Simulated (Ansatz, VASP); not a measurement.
## One calculation of Si, two programs

Contents of INCAR:

```
PREC = Accurate ; ENCUT = 600
EDIFF = 1E-6 ; ISMEAR = -1
SIGMA = 0.05 ; LREAL = False
LASPH = True ; NELM = 60
ALGO = Normal ; ISIF = 3
LWAVE = False ; LCHARG = False
GGA = RE ; IBRION = 2
NSW = 80 ; EDIFFG = -0.01
```

KPOINTS

```
regular mesh
0
Gamma
  4 4 4
```

Contents of POSCAR:

```
Si
1.0
   -3.3180000000      3.3180000000      3.3180000000
    3.3180000000     -3.3180000000      3.3180000000
    3.3180000000      3.3180000000     -3.3180000000
Si
8
Direct
    0.2006000000      0.2006000000      0.2006000000
    0.5000000000      0.0000000000      0.2994000000
    0.2994000000      0.5000000000      0.0000000000
    0.0000000000      0.2994000000      0.5000000000
    0.7994000000      0.7994000000      0.7994000000
    0.5000000000      0.0000000000      0.7006000000
    0.7006000000      0.5000000000      0.0000000000
    0.0000000000      0.7006000000      0.5000000000
```

Input for Ansatz:

```yaml
crystal:
  lattice:
    - [-3.318, 3.318, 3.318]
    - [3.318, -3.318, 3.318]
    - [3.318, 3.318, -3.318]
  atoms:
    - { symbol: Si, position: [0.2006, 0.2006, 0.2006] }
    - { symbol: Si, position: [0.5, 0.0, 0.2994] }
    - { symbol: Si, position: [0.2994, 0.5, 0.0] }
    - { symbol: Si, position: [0.0, 0.2994, 0.5] }
    - { symbol: Si, position: [0.7994, 0.7994, 0.7994] }
    - { symbol: Si, position: [0.5, 0.0, 0.7006] }
    - { symbol: Si, position: [0.7006, 0.5, 0.0] }
    - { symbol: Si, position: [0.0, 0.7006, 0.5] }
hamiltonian:
  xc: revpbe
  pseudopotentials:
    kind: paw
    azcp:
      Si: "pseudopotentials/Si.paw.azcp"
basis:
  ecutwfc: 420
  fft_grid_basis: typed
kpoints:
  mp_grid: { grid: [4, 4, 4], shift: [0, 0, 0] }
magnetization:
  spin_polarized: false
scf:
  occupations: { method: fermi_dirac, width: 0.05 }
relax:
  max_steps: 60
  f_tol: 0.01
  cell: {}
```

This isn't the form of Si at room conditions, which is diamond.

Alike in both runs: task relaxation of cell and atoms; functional revPBE; k mesh 4 × 4 × 4; occupations fermi-dirac, width 0.05 eV; no spin polarisation.

```csv
,VASP,Ansatz
version,VASP 6.6.1,Ansatz 0.2.0
potentials or method,"VASP PAW PBE potentials, release 64 (Si)","plane waves (420 eV) with PAW, scalar-relativistic"
plane-wave cutoff (eV),600,420
valence electrons in the cell,32,32
```

|  | VASP | Ansatz | Ansatz less VASP |
| --- | --- | --- | --- |
| relaxed volume (Å³/atom) | 18.64 | 18.68 | +0.046 |
| relaxed cell length with the largest relative difference (Å) | 5.786 | 5.791 | +0.0048 |
| energy change over the relaxation (meV/atom) | -5 | -5 | -0.6 |

Caveats: the PAW data sets were made with another functional, which shifts forces and pressure a little (VASP). Zero-point motion and thermal expansion aren't in these numbers. revPBE gives volumes clearly too large for solids.
